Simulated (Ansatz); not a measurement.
A plane-wave DFT run in Ansatz 0.2.0 (scalar-relativistic PAW potentials unless the input names others): input and command.

```yaml
crystal:
  lattice:
    - [1.4100150304, -2.5170030999, 0.0]
    - [1.4100150304, 2.5170030999, 0.0]
    - [0.0, 0.0, 4.800677563]
  atoms:
    - { symbol: Au, position: [0.6638639482, 0.3361360518, 0.25] }
    - { symbol: Au, position: [0.3361360518, 0.6638639482, 0.75] }
basis:
  ecutwfc: 420
  ecutrho_ratio: 12
kpoints:
  mp_grid: { grid: [16, 16, 10] }
hamiltonian:
  xc: pbesol
scf:
  occupations: { method: fermi_dirac, width: 0.15 }
output:
  forces: true
  eigenvalues: true
  stress: true
relax:
  adjacent_minimum: "off"
  f_tol: 0.001
  max_steps: 60
  cell: { stress_tol: 0.01 }
```

```bash
ansatz run input.yaml --threads 1 --pin off --max-ram 3072MiB --backend cpu --events-out ev --progress --plain --runs-dir out
```

Abridged log:
```
Basis set: ecut = 420 eV, 677 PW (Γ), exchange–correlation on 72×72×120 points (8 copies of the dense FFT grid, shifted against one another)
Bands: 23, of which v1, the nominal top of the filled ones, is band 19 counted from 1 (18 counted from 0)
Symmetry: 8 space group operations
k-points: 438 of 2560
SCF iter   1: F=—  HF=-26014.206166 eV  |F-HF|=—  |Δ(HF+E_count)|=         —  Δρ=6.94e-3  dr2=1.50e-2  ethr=1.77e-3  ⟨swp⟩=4.3  Hψ=36989  notcnv=0
SCF iter   2: F=—  HF=-26014.203440 eV  |F-HF|=—  |Δ(HF+E_count)|=   2.73e-3  Δρ=3.05e-3  dr2=2.61e-3  ethr=3.96e-5  ⟨swp⟩=2.0  Hψ=18403  notcnv=0
SCF iter   3: F=—  HF=-26014.202743 eV  |F-HF|=—  |Δ(HF+E_count)|=   6.97e-4  Δρ=6.89e-4  dr2=7.84e-5  ethr=6.86e-6  ⟨swp⟩=2.0  Hψ=13663  notcnv=0
SCF iter   4: F=—  HF=-26014.202764 eV  |F-HF|=—  |Δ(HF+E_count)|=   2.08e-5  Δρ=1.14e-4  dr2=2.14e-6  ethr=2.06e-7  ⟨swp⟩=2.3  Hψ=16525  notcnv=0
SCF iter   5: F=—  HF=-26014.202764 eV  |F-HF|=—  |Δ(HF+E_count)|=   5.36e-7  Δρ=2.32e-5  dr2=1.97e-7  ethr=5.63e-9  ⟨swp⟩=2.8  Hψ=20007  notcnv=0
SCF iter   6: F=-26014.202764 eV  HF=-26014.202764 eV  |F-HF|=6.44e-10  |Δ(HF+E_count)|=   1.26e-8  Δρ=4.37e-6  dr2=6.05e-9  ethr=2.63e-10  ⟨swp⟩=4.1  Hψ=33656  notcnv=0
SCF 1 converged in 6 iterations: F = -26014.202764 eV  dr2 = 6.05e-9
relax step   1: F+E_penalty+E_count = -26014.20276409 eV  Δ(F+E_penalty+E_count) = +0.000e0 eV  max|allowed force component| = 5.434e-3 eV/Å  Δτ_max = 0.0000 Å  P = +0.076 GPa  Ω = 34.075 Å³  (6 SCF iters, dr2 threshold 1.00e-7 eV, accepted)
Crystal: 2 atoms, lattice volume = 34.091 Å³
Initial density: handed on by an earlier stage of this run
Initial wavefunctions: those handed on with the density
SCF iter   1: F=—  HF=-26014.204175 eV  |F-HF|=—  |Δ(HF+E_count)|=         —  Δρ=9.35e-4  dr2=9.84e-5  ethr=2.62e-7  ⟨swp⟩=2.5  Hψ=57114  notcnv=0
SCF iter   2: F=—  HF=-26014.204155 eV  |F-HF|=—  |Δ(HF+E_count)|=   2.04e-5  Δρ=5.19e-4  dr2=3.29e-5  ethr=2.59e-7  ⟨swp⟩=1.0  Hψ=10074  notcnv=0
   ...
SCF iter   2: F=—  HF=-26014.204789 eV  |F-HF|=—  |Δ(HF+E_count)|=   4.55e-7  Δρ=5.14e-5  dr2=5.98e-7  ethr=4.61e-9  ⟨swp⟩=1.0  Hψ=10074  notcnv=0
SCF iter   3: F=—  HF=-26014.204789 eV  |F-HF|=—  |Δ(HF+E_count)|=   2.39e-7  Δρ=4.69e-6  dr2=5.96e-9  ethr=1.57e-9  ⟨swp⟩=2.0  Hψ=14826  notcnv=0
SCF iter   4: F=-26014.204789 eV  HF=-26014.204789 eV  |F-HF|=4.00e-11  |Δ(HF+E_count)|=  4.44e-10  Δρ=1.24e-6  dr2=2.46e-10  ethr=1.45e-12  ⟨swp⟩=4.7  Hψ=36477  notcnv=0
SCF 6 converged in 4 iterations: F = -26014.204789 eV  dr2 = 2.46e-10
relax step   6: F+E_penalty+E_count = -26014.20478920 eV  Δ(F+E_penalty+E_count) = -7.633e-7 eV  max|allowed force component| = 7.146e-5 eV/Å  Δτ_max = 0.0007 Å  P = +0.000 GPa  Ω = 34.075 Å³  energy of the carried Pulay correction = -3.079e-8 eV  (4 SCF iters, dr2 threshold 5.50e-10 eV, accepted)
Initial wavefunctions: pseudopotential atomic-orbital guess (no wavefunctions were taken with the density)
SCF iter   1: F=—  HF=-26014.204757 eV  |F-HF|=—  |Δ(HF+E_count)|=         —  Δρ=2.43e-4  dr2=2.14e-7  ethr=9.98e-10  ⟨swp⟩=4.1  Hψ=72567  notcnv=0
SCF iter   2: F=—  HF=-26014.204777 eV  |F-HF|=—  |Δ(HF+E_count)|=   2.06e-5  Δρ=1.22e-4  dr2=5.46e-8  ethr=5.64e-10  ⟨swp⟩=1.0  Hψ=10074  notcnv=0
SCF iter   3: F=—  HF=-26014.204784 eV  |F-HF|=—  |Δ(HF+E_count)|=   6.97e-6  Δρ=9.66e-7  dr2=9.41e-11  ethr=1.44e-10  ⟨swp⟩=1.9  Hψ=14017  notcnv=0
SCF iter   4: F=—  HF=-26014.204784 eV  |F-HF|=—  |Δ(HF+E_count)|=  9.82e-11  Δρ=2.34e-7  dr2=6.61e-12  ethr=2.48e-13 (applied; sched 1.00e-12)  ⟨swp⟩=2.0  Hψ=17909  notcnv=0
SCF iter   5: F=-26014.204784 eV  HF=-26014.204784 eV  |F-HF|=1.82e-11  |Δ(HF+E_count)|=  1.46e-11  Δρ=4.34e-8  dr2=2.77e-13  ethr=1.00e-12  ⟨swp⟩=5.0  Hψ=40752  notcnv=0
SCF 7 converged in 5 iterations: F = -26014.204784 eV  dr2 = 2.77e-13
SCF converged after 5 iterations
Free energy (F): -26014.204784 eV
Harris-Foulkes:  -26014.204784 eV  (|F-HF|=1.82e-11)
Internal energy: -26014.157042 eV  (E = F + TS)
E sigma→0 (E₀):  -26014.180913 eV
Entropy (-TS):   -0.047743 eV (-23.871 meV/atom)
Fermi energy:    20.428506 eV
--- Forces (eV/Å), atoms counted from 1 ---
  atom   1  Au     0.00000000    -0.00008468     0.00000000
  atom   2  Au     0.00000000     0.00008468     0.00000000
--- Stress (GPa, compression-positive) ---
       -0.001050       0.000000       0.000000
        0.000000      -0.000320       0.000000
        0.000000       0.000000      -0.000896
  P = ⅓ Tr σ = -0.0008 GPa (-0.008 kbar)
--- Relaxed structure (6 steps of the walk, 5 accepted, 1 SCFs on fresh bases) ---
  F+E_penalty+E_count = -26014.20478437 eV   max|allowed force component| = 8.468e-5 eV/Å   (the final SCF, on the basis selected at the relaxed cell)
  cell:  # Å, volume = 34.0754 Å³
    - [1.43178676, -2.47995198, 0.0]
    - [1.43178676, 2.47995198, 0.0]
    - [0.0, 0.0, 4.79832605]
  atoms:
    - { symbol: Au, position: [0.66665062, 0.33334937, 0.25] }
    - { symbol: Au, position: [0.33334937, 0.66665062, 0.75] }
```

Apart from outputs and empty bands, the input differs from a reference run on usual settings in basis.ecutrho_ratio: not typed → 12. The reference, at the same start, ended its own course with a relaxed volume of 17.04 Å³/atom, pressure 0.00 GPa, largest force 0.000 eV/Å, no gap on the mesh. This run converged in 35 SCF iterations over all its steps (reference: 35) with an energy at zero smearing 0.11 meV/atom above the reference's, a relaxed volume of 17.04 Å³/atom, pressure 0.00 GPa, largest force 0.000 eV/Å, no gap on the mesh.

The run took 75 s on 1 thread of AMD EPYC 7R13 Processor (Zen 3), on a shared host, peak memory 0.66 GiB.